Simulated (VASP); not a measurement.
Data:

```
InN
1.0
    0.00000     2.50209     2.50209
    2.50209     0.00000     2.50209
    2.50209     2.50209     0.00000
In N
1 1
Direct
  0.00000   0.00000   0.00000
  0.25000   0.25000   0.25000
```

These are r2SCAN meta-GGA, VASP's PBE PAW potentials (set 64) (plane waves; VASP) values and carry that method's errors. Settings: 520 eV cut-off, 11×11×11 Γ-centred mesh, first-order Methfessel-Paxton smearing of 0.10 eV, potentials In_d N.

Unless said otherwise, spin-orbit coupling is left out, though it shifts the bands of the heavy elements here.

Question: Estimate the energy per atom (σ→0), band gap (on the k-mesh) with the smallest direct gap where there is one.

Answer: 
```yaml
band gap (on the k-mesh): none (metal, semimetal or under 0.01 eV)
energy per atom (σ→0): -15.958 eV/atom
```

The compound is InN in the zinc blende structure, a metastable form; wurtzite is the usual one. It was relaxed first. The start is the result of an earlier pass.
